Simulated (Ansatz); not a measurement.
**AlN: one atom moved over a plane**

The task, for AlN: map the energy of atom 3 (N) over a plane.

Computed with Ansatz 0.2.0 (DFT PBEsol, scalar-relativistic, plane waves, PAW, unless a step's input says otherwise).

## Step 1: Starting point

The structure is hexagonal, space group P6_3mc (No. 186). The conventional cell has a = 3.111 Å, b = 3.111 Å, c = 4.978 Å, α = 90.00°, β = 90.00°, γ = 120.00°. Al (site symmetry 3m) is surrounded by 4 N at 1.89 to 1.92 Å. N (site symmetry 3m) has 4 Al at 1.89 to 1.92 Å as nearest neighbours.

Structure file:

```cif
data_structure
_symmetry_space_group_name_H-M 'P6_3mc'
_symmetry_Int_Tables_number 186
_cell_length_a 3.1110
_cell_length_b 3.1110
_cell_length_c 4.9780
_cell_angle_alpha 90.000
_cell_angle_beta 90.000
_cell_angle_gamma 120.000
_cell_volume 41.72
loop_
_atom_site_label
_atom_site_type_symbol
_atom_site_symmetry_multiplicity
_atom_site_Wyckoff_symbol
_atom_site_fract_x
_atom_site_fract_y
_atom_site_fract_z
_atom_site_occupancy
Al1 Al 2 b 0.33333 0.66667 0.00000 1
N1 N 2 b 0.33333 0.66667 0.38500 1
```

No relaxation comes first: the listed cell is the starting point.

## Step 2: The reference: the undisturbed cell on the scan's mesh

The input, input.yaml:

```yaml
crystal:
  lattice:
    - [3.1110021516, 0.0, 0.0]
    - [-1.5555010758, 2.6942068945, 0.0]
    - [0.0, 0.0, 4.978]
  atoms:
    - { symbol: Al, position: [0.3333333333, 0.6666666667, 0.0] }
    - { symbol: Al, position: [0.6666666667, 0.3333333333, 0.5] }
    - { symbol: "N", position: [0.3333333333, 0.6666666667, 0.385] }
    - { symbol: "N", position: [0.6666666667, 0.3333333333, 0.885] }
basis:
  ecutwfc: 420
kpoints:
  mp_grid: { grid: [12, 12, 6] }
hamiltonian:
  xc: pbesol
scf:
  occupations: { method: gaussian, width: 0.05 }
output:
  forces: true
  stress: true
  eigenvalues: true
  write_density: true
  write_potential: true
  elf: true
  volumetric_format: npy
```

Launch:

```
> ansatz run input.yaml --threads 1 --pin off --max-ram 2560MiB --backend cpu --events-out ev --progress --plain --runs-dir out
```

The session goes on with these runs: p = -0.600, q = -0.600; At p = -0.600, q = 0.000; p = -0.600, q = 0.600; point p = 0.000, q = -0.600; p = 0.000, q = 0.600; point p = -0.600, q = -0.300; At p = -0.600, q = 0.300; point p = -0.300, q = -0.600; p = -0.300, q = 0.000; At p = -0.300, q = 0.600; At p = 0.000, q = -0.300; At p = 0.000, q = 0.300; point p = -0.300, q = -0.300; p = -0.300, q = 0.300.

Q: Predict the outcome of this session. Wanted: highest point; lowest point away from the origin.

The runs gave:

| quantity | value |
| --- | --- |
| highest point | 16.515 eV/cell at (p, q) = (-0.600, -0.600) |
| lowest point away from the origin | 0.529 eV/cell at (0.000, -0.300) |

No computed point lies below the origin. Read as harmonic, the points at ±0.300 Å give force constants of 17.47 eV/Å² along p and 17.57 eV/Å² along q, so the site is nearly isotropic in this plane. The gap on the mesh runs from 2.16 to 4.07 eV over the map. Where forces pass 15 eV/Å atoms stand far too close, the PAW spheres overlap strongly and those numbers are rough.
